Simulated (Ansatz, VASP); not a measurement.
One calculation of Na, two programs

File INCAR:

```
SYSTEM = Na
  PREC = Accurate
  ENCUT = 520
  EDIFF = 1E-7
  ISMEAR = -1
  SIGMA = 0.05
  LREAL = .False.
  LASPH = .True.
  NELM = 80
  ALGO = Normal
  ISIF = 2
  LWAVE = .False.
  LCHARG = .True.
  GGA = B5
  ALDAX = 1.0
  AGGAX = 1.0
  AGGAC = 1.0
  ALDAC = 0.0
  LELF = .True.
  LVHAR = .True.
  NBANDS = 10
```

File KPOINTS:

```
regular mesh
0
Gamma
  5 5 5
  0 0 0
```

Contents of POSCAR:

```
Na
1.0
   -2.1410000000      2.1410000000      2.1410000000
    2.1410000000     -2.1410000000      2.1410000000
    2.1410000000      2.1410000000     -2.1410000000
Na
1
Direct
    0.0000000000      0.0000000000      0.0000000000
```

The input input.yaml:

```yaml
crystal:
  lattice:
    - [-2.141, 2.141, 2.141]
    - [2.141, -2.141, 2.141]
    - [2.141, 2.141, -2.141]
  atoms:
    - { symbol: Na, position: [0.0, 0.0, 0.0] }
hamiltonian:
  xc: blyp
  pseudopotentials: { kind: paw }
kpoints:
  mp_grid: { grid: [5, 5, 5] }
  band_path:
    path:
      - [[0.0, 0.0, 0.0], [0.5, -0.5, 0.5], [0.0, 0.0, 0.5], [0.0, 0.0, 0.0], [0.25, 0.25, 0.25], [0.5, -0.5, 0.5]]
      - [[0.25, 0.25, 0.25], [0.0, 0.0, 0.5]]
    npoints: 14
scf:
  occupations: { method: fermi_dirac, width: 0.05 }
  n_extra_bands: 6
output:
  forces: true
  stress: true
  eigenvalues: true
  fatbands: false
```

Alike in both runs: functional BLYP; k mesh 5 × 5 × 5; occupations fermi-dirac, width 0.05 eV; no spin polarisation.

```csv
,VASP,Ansatz
version,VASP 6.6.1,Ansatz 0.2.0
potentials or method,"VASP PAW PBE potentials, release 64 (Na_pv)",Ansatz PAW
plane-wave cutoff (eV),520,420
valence electrons in the cell,7,9
task,single point,band structure
```

```csv
,VASP,Ansatz,Ansatz less VASP
gap on the k mesh at the Fermi level (eV),none,none,-
pressure (GPa),-0.3,-0.3,+0.02
```

A gap of «none» marks a metal or a gap that the smearing closes. With one functional, cell and mesh, what is left measures potentials, basis and numerics. The two sets of potentials don't hold the same shells in valence.

Caveats: the k mesh is coarse (spacing up to 0.42 Å⁻¹), so the values aren't converged; the PAW data sets were made with another functional, which shifts forces and pressure a little (VASP); the PAW data sets come from PBE, with cores solved anew for the run's functional, which leaves a small shift of forces and pressure (Ansatz).
